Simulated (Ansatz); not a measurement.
**CoSi: freezing in a mode**

Aim: for CoSi, trace the energy along mode 10.

The COD entry's cell or inner coordinates are ideal or old and differ from later refinements, so a difference from it is no clean test against experiment.

Computed with Ansatz 0.2.0 (DFT PBEsol, scalar-relativistic, plane waves, PAW, unless a step's input says otherwise).

1 further run of the same task is left out (set aside as unsound or not needed). Runs told in other sessions of the task aren't counted.

## Step 1: The structure to begin with

Symmetry: P2_13, No. 198, cubic system. The conventional cell has a = 4.386 Å, b = 4.386 Å, c = 4.386 Å, α = 90.00°, β = 90.00°, γ = 90.00°. Around Co (site symmetry 3) lie 7 Si at 2.30 to 2.40 Å. Si (site symmetry 3) is surrounded by 7 Co at 2.30 to 2.40 Å.

Coordinates:

```cif
data_structure
_symmetry_space_group_name_H-M 'P 1'
_symmetry_Int_Tables_number 1
_cell_length_a 4.3858
_cell_length_b 4.3858
_cell_length_c 4.3858
_cell_angle_alpha 90.000
_cell_angle_beta 90.000
_cell_angle_gamma 90.000
_cell_volume 84.36
loop_
_atom_site_label
_atom_site_type_symbol
_atom_site_fract_x
_atom_site_fract_y
_atom_site_fract_z
_atom_site_occupancy
Co1 Co 0.14564 0.14564 0.14564 1
Co2 Co 0.35436 0.85436 0.64564 1
Co3 Co 0.64564 0.35436 0.85436 1
Co4 Co 0.85436 0.64564 0.35436 1
Si1 Si 0.84333 0.84333 0.84333 1
Si2 Si 0.65667 0.15667 0.34333 1
Si3 Si 0.34333 0.65667 0.15667 1
Si4 Si 0.15667 0.34333 0.65667 1
```

It is the result of an earlier relaxation at this level (volume 10.55 Å³/atom; gap on the mesh: none (metal)).

## Step 2: The reference cell

The reference gives a free energy of -22863.7813 eV, pressure -0.01 GPa, largest force 0.005 eV/Å and gap on the mesh none (metal). It was computed beforehand with the settings of the runs below.

## Step 3: Next: freezing in a mode

Mode 10 of the phonon run on this cell, counted from the lowest, is frozen in: each atom moves by x times its row below, so x is the largest displacement.

```
atom      ux      uy      uz
 Co1   0.577   0.577   0.577
 Co2   0.213  -0.183  -0.547
 Co3  -0.547   0.213  -0.183
 Co4  -0.183  -0.547   0.213
 Si5   0.191   0.191   0.191
 Si6   0.113  -0.177  -0.255
 Si7  -0.255   0.113  -0.177
 Si8  -0.177  -0.255   0.113
```

## Step 4: x = -0.200 Å

Contents of input.yaml:

```yaml
crystal:
  lattice:
    - [4.3858255181, 0.0, 0.0]
    - [0.0, 4.3858255181, 0.0]
    - [0.0, 0.0, 4.3858255181]
  atoms:
    - { symbol: Co, position: [0.1193166674, 0.1193166674, 0.1193166674] }
    - { symbol: Co, position: [0.3446333551, 0.8626924421, 0.6705878354] }
    - { symbol: Co, position: [0.6705878354, 0.3446333551, 0.8626924421] }
    - { symbol: Co, position: [0.8626924421, 0.6705878354, 0.3446333551] }
    - { symbol: Si, position: [0.8346240709, 0.8346240709, 0.8346240709] }
    - { symbol: Si, position: [0.6515277603, 0.1647204907, 0.3549395801] }
    - { symbol: Si, position: [0.3549395801, 0.6515277603, 0.1647204907] }
    - { symbol: Si, position: [0.1647204907, 0.3549395801, 0.6515277603] }
basis:
  ecutwfc: 420
kpoints:
  mp_grid: { grid: [10, 10, 10] }
hamiltonian:
  xc: pbesol
scf:
  occupations: { method: gaussian, width: 0.15 }
output:
  forces: true
  stress: true
  eigenvalues: true
```

Command:

```console
$ ansatz run input.yaml --threads 2 --pin off --max-ram 5120MiB --backend cpu --events-out ev --progress --plain --runs-dir out
```

## Step 5: x = 0.150 Å

Contents of input.yaml:

```yaml
crystal:
  lattice:
    - [4.3858255181, 0.0, 0.0]
    - [0.0, 4.3858255181, 0.0]
    - [0.0, 0.0, 4.3858255181]
  atoms:
    - { symbol: Co, position: [0.1653906832, 0.1653906832, 0.1653906832] }
    - { symbol: Co, position: [0.3616468, 0.8481024847, 0.6269373071] }
    - { symbol: Co, position: [0.6269373071, 0.3616468, 0.8481024847] }
    - { symbol: Co, position: [0.8481024847, 0.6269373071, 0.3616468] }
    - { symbol: Si, position: [0.8498574343, 0.8498574343, 0.8498574343] }
    - { symbol: Si, position: [0.6605286923, 0.1506341445, 0.3346208024] }
    - { symbol: Si, position: [0.3346208024, 0.6605286923, 0.1506341445] }
    - { symbol: Si, position: [0.1506341445, 0.3346208024, 0.6605286923] }
basis:
  ecutwfc: 420
kpoints:
  mp_grid: { grid: [10, 10, 10] }
hamiltonian:
  xc: pbesol
scf:
  occupations: { method: gaussian, width: 0.15 }
output:
  forces: true
  stress: true
  eigenvalues: true
```

## Step 6: x = -0.100 Å

Contents of input.yaml:

```yaml
crystal:
  lattice:
    - [4.3858255181, 0.0, 0.0]
    - [0.0, 4.3858255181, 0.0]
    - [0.0, 0.0, 4.3858255181]
  atoms:
    - { symbol: Co, position: [0.1324806719, 0.1324806719, 0.1324806719] }
    - { symbol: Co, position: [0.3494943394, 0.8585238828, 0.6581162559] }
    - { symbol: Co, position: [0.6581162559, 0.3494943394, 0.8585238828] }
    - { symbol: Co, position: [0.8585238828, 0.6581162559, 0.3494943394] }
    - { symbol: Si, position: [0.8389764605, 0.8389764605, 0.8389764605] }
    - { symbol: Si, position: [0.6540994551, 0.1606958204, 0.349134215] }
    - { symbol: Si, position: [0.349134215, 0.6540994551, 0.1606958204] }
    - { symbol: Si, position: [0.1606958204, 0.349134215, 0.6540994551] }
basis:
  ecutwfc: 420
kpoints:
  mp_grid: { grid: [10, 10, 10] }
hamiltonian:
  xc: pbesol
scf:
  occupations: { method: gaussian, width: 0.15 }
output:
  forces: true
  stress: true
  eigenvalues: true
  write_density: true
  write_potential: true
  elf: true
  volumetric_format: npy
```

## Step 7: Point x = 0.050 Å

Contents of input.yaml:

```yaml
crystal:
  lattice:
    - [4.3858255181, 0.0, 0.0]
    - [0.0, 4.3858255181, 0.0]
    - [0.0, 0.0, 4.3858255181]
  atoms:
    - { symbol: Co, position: [0.1522266787, 0.1522266787, 0.1522266787] }
    - { symbol: Co, position: [0.3567858157, 0.852271044, 0.6394088866] }
    - { symbol: Co, position: [0.6394088866, 0.3567858157, 0.852271044] }
    - { symbol: Co, position: [0.852271044, 0.6394088866, 0.3567858157] }
    - { symbol: Si, position: [0.8455050448, 0.8455050448, 0.8455050448] }
    - { symbol: Si, position: [0.6579569974, 0.1546588148, 0.3404261675] }
    - { symbol: Si, position: [0.3404261675, 0.6579569974, 0.1546588148] }
    - { symbol: Si, position: [0.1546588148, 0.3404261675, 0.6579569974] }
basis:
  ecutwfc: 420
kpoints:
  mp_grid: { grid: [10, 10, 10] }
hamiltonian:
  xc: pbesol
scf:
  occupations: { method: gaussian, width: 0.15 }
output:
  forces: true
  stress: true
  eigenvalues: true
```

## Step 8: x = 0.200 Å

Contents of input.yaml:

```yaml
crystal:
  lattice:
    - [4.3858255181, 0.0, 0.0]
    - [0.0, 4.3858255181, 0.0]
    - [0.0, 0.0, 4.3858255181]
  atoms:
    - { symbol: Co, position: [0.1719726854, 0.1719726854, 0.1719726854] }
    - { symbol: Co, position: [0.3640772921, 0.8460182051, 0.6207015174] }
    - { symbol: Co, position: [0.6207015174, 0.3640772921, 0.8460182051] }
    - { symbol: Co, position: [0.8460182051, 0.6207015174, 0.3640772921] }
    - { symbol: Si, position: [0.8520336291, 0.8520336291, 0.8520336291] }
    - { symbol: Si, position: [0.6618145397, 0.1486218093, 0.3317181199] }
    - { symbol: Si, position: [0.3317181199, 0.6618145397, 0.1486218093] }
    - { symbol: Si, position: [0.1486218093, 0.3317181199, 0.6618145397] }
basis:
  ecutwfc: 420
kpoints:
  mp_grid: { grid: [10, 10, 10] }
hamiltonian:
  xc: pbesol
scf:
  occupations: { method: gaussian, width: 0.15 }
output:
  forces: true
  stress: true
  eigenvalues: true
```

## Step 9: Point x = -0.150 Å

Contents of input.yaml:

```yaml
crystal:
  lattice:
    - [4.3858255181, 0.0, 0.0]
    - [0.0, 4.3858255181, 0.0]
    - [0.0, 0.0, 4.3858255181]
  atoms:
    - { symbol: Co, position: [0.1258986696, 0.1258986696, 0.1258986696] }
    - { symbol: Co, position: [0.3470638472, 0.8606081625, 0.6643520457] }
    - { symbol: Co, position: [0.6643520457, 0.3470638472, 0.8606081625] }
    - { symbol: Co, position: [0.8606081625, 0.6643520457, 0.3470638472] }
    - { symbol: Si, position: [0.8368002657, 0.8368002657, 0.8368002657] }
    - { symbol: Si, position: [0.6528136077, 0.1627081555, 0.3520368976] }
    - { symbol: Si, position: [0.3520368976, 0.6528136077, 0.1627081555] }
    - { symbol: Si, position: [0.1627081555, 0.3520368976, 0.6528136077] }
basis:
  ecutwfc: 420
kpoints:
  mp_grid: { grid: [10, 10, 10] }
hamiltonian:
  xc: pbesol
scf:
  occupations: { method: gaussian, width: 0.15 }
output:
  forces: true
  stress: true
  eigenvalues: true
```

## Step 10: Point x = 0.100 Å

Contents of input.yaml:

```yaml
crystal:
  lattice:
    - [4.3858255181, 0.0, 0.0]
    - [0.0, 4.3858255181, 0.0]
    - [0.0, 0.0, 4.3858255181]
  atoms:
    - { symbol: Co, position: [0.1588086809, 0.1588086809, 0.1588086809] }
    - { symbol: Co, position: [0.3592163078, 0.8501867644, 0.6331730969] }
    - { symbol: Co, position: [0.6331730969, 0.3592163078, 0.8501867644] }
    - { symbol: Co, position: [0.8501867644, 0.6331730969, 0.3592163078] }
    - { symbol: Si, position: [0.8476812395, 0.8476812395, 0.8476812395] }
    - { symbol: Si, position: [0.6592428449, 0.1526464796, 0.337523485] }
    - { symbol: Si, position: [0.337523485, 0.6592428449, 0.1526464796] }
    - { symbol: Si, position: [0.1526464796, 0.337523485, 0.6592428449] }
basis:
  ecutwfc: 420
kpoints:
  mp_grid: { grid: [10, 10, 10] }
hamiltonian:
  xc: pbesol
scf:
  occupations: { method: gaussian, width: 0.15 }
output:
  forces: true
  stress: true
  eigenvalues: true
```

(Steps that only read results are left out.)

What does the calculation give? Wanted: harmonic wavenumber of the mode.

**Answer**, as computed:

```
                                          quantity     value
                   harmonic wavenumber of the mode  256 cm⁻¹
the same from the force at an amplitude of 0.050 Å  253 cm⁻¹
```

In words: The force at the smallest amplitude gives 253 cm⁻¹ against 256 cm⁻¹ from the phonon run, so the curve is close to a parabola there. The undisturbed cell stays the lowest of the sampled points. Spin polarisation is off in the runs that give these values; a magnetic solution could lie lower.
